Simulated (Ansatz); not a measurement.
# Niobium, diamond under RPBE: ground state and equation of state

The plan for niobium in the diamond structure: relax it, solve it on a dense k-mesh, then scale the cell to 7 volumes from 88 to 112 % of the relaxed one and try a fit of the equation of state. Spin polarisation is left out. The k-meshes are 9×9×9 for the relaxation; 15×15×15 for the dense run; 10×10×10 for the volumes.

This is Nb in the diamond structure; at room conditions it is bcc.

Computed with Ansatz 0.2.0 (DFT RPBE, plane waves (420 eV) with PAW, scalar-relativistic; PBE-made PAW files, unless a step says otherwise).

### 1 Starting point

It takes space group Fd-3m (No. 227, cubic). Conventional cell: a = 5.790 Å, b = 5.790 Å, c = 5.790 Å, α = 90.00°, β = 90.00°, γ = 90.00°. Around Nb (site symmetry -43m) lie 4 Nb at 2.51 Å.

Coordinates:

```cif
data_structure
_symmetry_space_group_name_H-M 'Fd-3m:1'
_symmetry_Int_Tables_number 227
_cell_length_a 5.7903
_cell_length_b 5.7903
_cell_length_c 5.7903
_cell_angle_alpha 90.000
_cell_angle_beta 90.000
_cell_angle_gamma 90.000
_cell_volume 194.13
loop_
_atom_site_label
_atom_site_type_symbol
_atom_site_symmetry_multiplicity
_atom_site_Wyckoff_symbol
_atom_site_fract_x
_atom_site_fract_y
_atom_site_fract_z
_atom_site_occupancy
Nb1 Nb 8 b 0.75000 0.75000 0.75000 1
```

### 2 Relaxing cell and atoms

File input.yaml:

```yaml
crystal:
  lattice:
    - [0.0, 2.895128443, 2.895128443]
    - [2.895128443, 0.0, 2.895128443]
    - [2.895128443, 2.895128443, 0.0]
  atoms:
    - { symbol: Nb, position: [0.125, 0.125, 0.125] }
    - { symbol: Nb, position: [0.875, 0.875, 0.875] }
hamiltonian:
  xc: rpbe
  pseudopotentials:
    kind: paw
    azcp:
      Nb: "pseudopotentials/Nb.paw.azcp"
basis:
  ecutwfc: 420
  fft_grid_basis: typed
kpoints:
  mp_grid: { grid: [9, 9, 9], shift: [0, 0, 0] }
magnetization:
  spin_polarized: false
scf:
  occupations: { method: fermi_dirac, width: 0.1 }
relax:
  max_steps: 60
  f_tol: 0.01
  cell: {}
output:
  write_density: true
  write_potential: true
  elf: true
  volumetric_format: npy
```

Run with:

```console
$ ansatz run input.yaml --threads 2 --pin off --max-ram 5120MiB --backend cpu --events-out ev --progress --plain --runs-dir out
```

The runs that follow: The energy on a finer k-mesh; Volume × 0.88; Volume × 0.92; Volume × 0.96; Volume × 1.0; Volume × 1.04; Volume × 1.08; Volume × 1.12.

Q: Predict the outcome of this session. Wanted: space group; conventional cell; volume; shortest distance; gap on the mesh; relative to bcc; V₀, B₀, B₀′.

The runs gave:

```
                      quantity                         value
space group (spins left aside)               Fd-3m (No. 227)
             conventional cell                   a = 5.969 Å
                        volume                26.584 Å³/atom
             shortest distance                       2.585 Å
               gap on the mesh  none (levels filled in part)
               relative to bcc                +2494 meV/atom
                   V₀, B₀, B₀′   26.452 Å³/atom, 62 GPa, 4.1
```

What this shows: The relaxation enlarged the cell by 9.5 % in volume. It lies 2494 meV/atom above the element's reference form at the same level (bcc, from a run of its own). No gap shows: it is a metal or semimetal at this level. B₀ comes out at 62 GPa. The symmetry was held, so the structure may be unstable against distortions that break it.
